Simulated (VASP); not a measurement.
# C in VASP: further runs, part 3 of 3

VASP 6.6.1. The steps go on from the part before.

### 6 Single point, PBE+D3(BJ) (the lower layer alone in the bilayer's cell)

INCAR

```
SYSTEM = C
  ALGO = Fast
  DIPOL = 0.5 0.5 0.257
  EDIFF = 1E-6
  ENCUT = 520
  GGA = PE
  IDIPOL = 3
  ISIF = 2
  ISMEAR = 0
  IVDW = 12
  LASPH = .TRUE.
  LCHARG = .FALSE.
  LDIPOL = .TRUE.
  LREAL = .FALSE.
  LWAVE = .FALSE.
  NBANDS = 11
  NELM = 60
  PREC = Accurate
  SIGMA = 0.1
```

KPOINTS

```
k-points
0
G
  15 15 1
  0 0 0
```

POSCAR

```
C
1.0
    2.4656677093      0.0000000000      0.0000000000
   -1.2328338546      2.1353308736      0.0000000000
    0.0000000000      0.0000000000     17.5000661151
C
2
Direct
    0.6666666667      0.3333333333      0.2571437747
    0.3333333333      0.6666666667      0.2571418857
```

Potentials or basis: VASP PAW PBE potentials, release 64 (C).

Run with:

```bash
cat potpaw_PBE.64/C/POTCAR > POTCAR
mpirun -np 1 vasp_std > vasp.out
```

OUTCAR:

```text
SYSTEM = C
   EDIFF = 1E-6
   ENCUT = 520
   GGA = PE
   ISIF = 2
   ISMEAR = 0
   IVDW = 12
   LASPH = .TRUE.
   LREAL = .FALSE.
   NELM = 60
   PREC = Accurate
 IVDW          = 12

 ion  position               nearest neighbor table
   1  0.667  0.333  0.257-   2 1.42   2 1.42   2 1.42
   2  0.333  0.667  0.257-   1 1.42   1 1.42   1 1.42

  LATTYP: Found a hexagonal cell.
 ALAT       =     2.4656677093
 C/A-ratio  =     7.0974957611

  Lattice vectors:

 A1 = (   2.4656677093,   0.0000000000,   0.0000000000)
 A2 = (  -1.2328338546,   2.1353308736,   0.0000000000)
 A3 = (   0.0000000000,   0.0000000000,  17.5000661151)

Analysis of symmetry for initial positions (statically):
=====================================================================
 Subroutine PRICEL returns:
 Original cell was already a primitive cell.

 Routine SETGRP: Setting up the symmetry group for a
 hexagonal supercell.

 Subroutine GETGRP returns: Found 24 space group operations
 (whereof 12 operations were pure point group operations)
 out of a pool of 24 trial point group operations.

The static configuration has the point symmetry C_6v.
 The point group associated with its full space group is D_6h.

Analysis of symmetry for dynamics (positions and initial velocities):
=====================================================================
 Subroutine PRICEL returns:
 Original cell was already a primitive cell.

 Routine SETGRP: Setting up the symmetry group for a
 hexagonal supercell.

 Subroutine GETGRP returns: Found 24 space group operations
 (whereof 12 operations were pure point group operations)
 out of a pool of 24 trial point group operations.

The dynamic configuration has the point symmetry C_6v.
 The point group associated with its full space group is D_6h.

 Subroutine INISYM returns: Found 24 space group operations
 (whereof 12 operations are pure point group operations),
 and found     1 'primitive' translations

----------------------------------------------------------------------------------------

                                     Primitive cell

  volume of cell :      92.1381

  direct lattice vectors                    reciprocal lattice vectors
     2.465667709  0.000000000  0.000000000     0.405569654  0.234155749  0.000000000
    -1.232833855  2.135330874  0.000000000     0.000000000  0.468311498  0.000000000
     0.000000000  0.000000000 17.500066115     0.000000000  0.000000000  0.057142641

  length of vectors
     2.465667709  2.465667709 17.500066115     0.468311498  0.468311498  0.057142641

  position of ions in fractional coordinates (direct lattice)
     0.666666667  0.333333333  0.257143775
     0.333333333  0.666666667  0.257141886

  ion indices of the primitive-cell ions
   primitive index   ion index
                 1           1
                 2           2

----------------------------------------------------------------------------------------

 KPOINTS: k-points

Automatic generation of k-mesh.
 Grid dimensions read from file:
 generate k-points for:   15   15    1

 Generating k-lattice:

  Cartesian coordinates                     Fractional coordinates (reciprocal lattice)
     0.027037977  0.015610383  0.000000000     0.066666667  0.000000000  0.000000000
[... 49 lines left out ...]
 SYSTEM =  C
   PREC   = accura    normal or accurate (medium, high low for compatibility)
   ISTART =      0    job   : 0-new  1-cont  2-samecut
   ICHARG =      2    charge: 1-file 2-atom 10-const
   ISPIN  =      1    spin polarized calculation?
   LNONCOLLINEAR =      F non collinear calculations
   LSORBIT =      F    spin-orbit coupling
   LASPH  =      T    aspherical Exc in radial PAW
   ENCUT  =  520.0 eV  38.22 Ry    6.18 a.u.   4.58  4.58 32.54*2*pi/ulx,y,z
   NELM   =     60;   NELMIN=  2; NELMDL= -5     # of ELM steps
   EDIFF  = 0.1E-05   stopping-criterion for ELM
   LREAL  =      F    real-space projection
   EDIFFG = 0.1E-04   stopping-criterion for IOM
   NSW    =      0    number of steps for IOM
   IBRION =     -1    ionic relax: 0-MD 1-quasi-New 2-CG
   NFREE  =      0    steps in history (QN), initial steepest desc. (CG)
   ISIF   =      2    stress and relaxation
   ISYM   =      2    0-nonsym 1-usesym 2-fastsym
   POTIM  = 0.5000    time-step for ionic-motion
   TEBEG  =    0.0;   TEEND  =   0.0 temperature during run
   PSTRESS=    0.0 pullay stress
   NELECT =       8.0000    total number of electrons
   NUPDOWN=      -1.0000    fix difference up-down
   EMIN   =  10.00;   EMAX   =-10.00  energy-range for DOS
   EFERMI =   0.00;   METHOD = LEGACY
   ISMEAR =     0;   SIGMA  =   0.10  broadening in eV -4-tet -1-fermi 0-gaus
   EFERMI_NEDOS =   21; number of points for ismear=-14 and -15
   IALGO  =     68    algorithm
   IMIX   =      4    mixing-type and parameters
     AMIX     =   0.40;   BMIX     =  1.00
     AMIX_MAG =   1.60;   BMIX_MAG =  1.00
  volume/ion in A,a.u.               =      46.07       310.89
  Fermi-wavevector in a.u.,A,eV,Ry     =   0.724923  1.369905  7.150037  0.525513
  Thomas-Fermi vector in A             =   1.815515
   LORBIT       =      0    0 simple, 1 ext, 2 COOP (PROOUT), +10 PAW based schemes
   GGA     = PE    functional components
   LHFCALC =     F    Hartree Fock is set to
   AEXX    =    0.0000 exact exchange contribution
   IVDW    =    12    specifies the selected vdW correction
   LEPSILON=     F    determine dielectric tensor
   LRPA    =     F    only Hartree local field effects (RPA)
 non-spin polarized calculation
 RMM-DIIS sequential band-by-band and
 Gauss-broadening in eV      SIGMA  =   0.10
  energy-cutoff  :      520.00
  volume of cell :       92.14
 maximum number of plane-waves:      2521
   NGX =  9   NGY =  9   NGZ = 65

 dipolmoment           0.000000      0.000000      0.000199 electrons x Angstroem

 number of electron       7.9999999 magnetization

 dipolmoment           0.000000      0.000000     -0.000067 electrons x Angstroem

 Free energy of the ion-electron system (eV)
  ---------------------------------------------------
  ext. energy  EPLUGINS =         0.00000000
  ---------------------------------------------------
  free energy    TOTEN  =       -18.44896348 eV

  energy without entropy =      -18.44796048  energy(sigma->0) =      -18.44846198

 E-fermi :  -2.5267     XC(G=0):  -2.4720

 val. band max:       -2.5267022979   @ k =   0.3333   0.3333   0.0000
 cond. band min:      -2.5267022194   @ k =   0.3333   0.3333   0.0000
 fundamental gap:      0.0000000785
 Fermi energy:        -2.5267022586

 k-point     1 :       0.0000    0.0000    0.0000
  band No.  band energies     occupation
      1     -22.0523      2.00000
      2     -10.1465      2.00000
      3      -5.5726      2.00000
      4      -5.5726      2.00000
      5       0.7295      0.00000
      6       1.5591      0.00000
      7       1.9696      0.00000
      8       3.2772      0.00000
      9       3.8326      0.00000
     10       5.7813      0.00000
     11       5.7813      0.00000
[... 309 lines left out ...]
 k-point    24 :       0.4000    0.2000    0.0000
  band No.  band energies     occupation
      1     -16.2023      2.00000
      2     -15.2132      2.00000
      3     -11.3743      2.00000
      4      -4.0285      2.00000
      5      -1.2281      0.00000
      6       8.2841      0.00000
      7       8.7987      0.00000
      8       9.3760      0.00000
      9       9.6036      0.00000
     10      10.6294      0.00000
     11      11.1246      0.00000

 [... further k-points ...]

------------------------ aborting loop because EDIFF is reached ----------------------------------------

 vacuum level on the upper side and lower side of the slab       (xc-potential included)        -0.168        -0.173

 Edisp (eV)   -0.17730

 E8    (eV) :    -0.0555

  FORCE on cell =-STRESS in cart. coord.  units (eV):
  Direction    XX          YY          ZZ          XY          YZ          ZX
  --------------------------------------------------------------------------------------
  -------------------------------------------------------------------------------------
  Total       0.08315     0.08315    -0.01199     0.00000     0.00000    -0.00000
  in kB       1.44587     1.44587    -0.20856     0.00000     0.00000    -0.00000
  external pressure =        0.89 kB  Pullay stress =        0.00 kB

 VOLUME and BASIS-vectors are now :
 -----------------------------------------------------------------------------
  energy-cutoff  :      520.00
  volume of cell :       92.14
      direct lattice vectors                 reciprocal lattice vectors
     2.465667709  0.000000000  0.000000000     0.405569654  0.234155749  0.000000000
    -1.232833855  2.135330874  0.000000000     0.000000000  0.468311498  0.000000000
     0.000000000  0.000000000 17.500066115     0.000000000  0.000000000  0.057142641

 POSITION                                       TOTAL-FORCE (eV/Angst)
 -----------------------------------------------------------------------------------
      1.23283      0.71178      4.50003        -0.000000     -0.000000      0.000000
     -0.00000      1.42355      4.50000         0.000000      0.000000     -0.000000
 -----------------------------------------------------------------------------------
    total drift:                               -0.000000      0.000000     -0.014788

  FREE ENERGIE OF THE ION-ELECTRON SYSTEM (eV)
  ---------------------------------------------------
  free  energy   TOTEN  =       -18.6262679071 eV

  energy  without entropy=      -18.6252649034  energy(sigma->0) =      -18.62576641

 vacuum level on the upper side and lower side of the slab         1.619         1.620
```

OSZICAR:

```text
N       E                     dE             d eps       ncg     rms          rms(c)
DAV:   1     0.522841521104E+02    0.52284E+02   -0.33254E+03   594   0.533E+02
DAV:   2    -0.144261289115E+02   -0.66710E+02   -0.58055E+02   812   0.128E+02
DAV:   3    -0.196722693636E+02   -0.52461E+01   -0.52282E+01   845   0.417E+01
[... 11 lines left out ...]
RMM:  15    -0.184489028960E+02   -0.39237E-04   -0.32935E-06   839   0.116E-02    0.321E-03
RMM:  16    -0.184489505339E+02   -0.47638E-04   -0.40099E-06   834   0.787E-03    0.113E-03
RMM:  17    -0.184489573131E+02   -0.67791E-05   -0.48429E-07   780   0.357E-03    0.714E-04
RMM:  18    -0.184489628305E+02   -0.55175E-05   -0.14312E-07   766   0.215E-03    0.265E-04
RMM:  19    -0.184489634842E+02   -0.65367E-06   -0.26558E-08   700   0.121E-03
   1 F= -.18626268E+02 E0= -.18625766E+02  d E =-.100300E-02
```

Wall time 25 s (1 thread of Intel Xeon 6975P-C (Granite Rapids), shared host); peak memory 0.2 GiB.

What came out:

| Item | Value |
| --- | --- |
| Free energy | -18.6263 eV |
| Band gap on the k mesh | none (metal or under the smearing width) |
| Dispersion energy per atom | -0.089 eV |

### 7 Overview

```csv
task,cell,k mesh,cutoff (eV),smearing,dipole correction,gap on the mesh (eV),pressure (GPa)
single point,"P6/mmm, 68.45 Å³/atom",21 × 21 × 1,520,gaussian 0.1 eV,yes,none,-
single point,"P-3m1, 68.41 Å³/atom",21 × 21 × 1,520,gaussian 0.1 eV,yes,none,-
single point,"R-3m, 8.83 Å³/atom",15 × 15 × 15,520,gaussian 0.02 eV,no,0.65,0.5
relaxation of cell and atoms,relaxed,15 × 15 × 15,600,gaussian 0.02 eV,no,0.69,0.0
single point,the lower layer alone in the bilayer's cell,15 × 15 × 1,520,gaussian 0.1 eV,yes,none,-
```

Alike in all rows: level PBE+D3(BJ); potentials or basis VASP PAW PBE potentials, release 64 (C); no spin polarisation.

On the cell as given the gap runs from zero (PBE+D3(BJ)) to 0.65 eV (PBE+D3(BJ)); the meshes differ, which moves gaps too.

Caveats: an odd mesh through Γ misses points on the zone boundary, where band edges often lie (some runs).

Total energies depend on the potentials used, so only differences within one code and one set of settings carry meaning.
